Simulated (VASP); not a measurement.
Crystal: V.

```
CELL_PARAMETERS angstrom
-1.51435 1.51435 1.51435
1.51435 -1.51435 1.51435
1.51435 1.51435 -1.51435
ATOMIC_POSITIONS crystal
V 0.00000 0.00000 0.00000
```

- Program: VASP 6.6.1
- Task: relaxation of cell and atoms
- Functional: PBEsol
- Dispersion: rVV10
- Potentials or basis: VASP PAW PBE potentials, release 64 (V_sv)
- Cutoff: 600 eV
- k mesh: 12 × 12 × 12
- Occupations: fermi-dirac, width 0.05 eV
- Spin: collinear spin, ferromagnetic start
- Starting moments: [2.0] μB

At the start: pressure -12.6 GPa; volume 13.89 Å³/atom.

Question: Where does the relaxation end?

Answer: Over 4 steps the energy falls by 41.2 meV/atom and the volume is 12.90 Å³/atom (-7.2 %); space group Im-3m (No. 229, to 0.05 Å); moment 0.00 μB per cell.

The path:
| step | energy change (eV) | largest force (eV/Å) | pressure (GPa) | volume (Å³) |
| --- | --- | --- | --- | --- |
| 1 | 0.0000 | 0.0000 | -12.63 | 13.89 |
| 2 | 0.0229 | 0.0000 | 20.24 | 11.80 |
| 3 | -0.0412 | 0.0000 | -0.24 | 12.92 |
| 4 | -0.0412 | 0.0000 | 0.03 | 12.90 |

Final structure:
```xyz
1
Lattice="-1.4773 1.4773 1.4773 1.4773 -1.4773 1.4773 1.4773 1.4773 -1.4773" Properties=species:S:1:pos:R:3 pbc="T T T"
V    -1.4773    1.4773    1.4773
```

Caveat: the PAW data sets were made with another functional, which shifts forces and pressure a little.
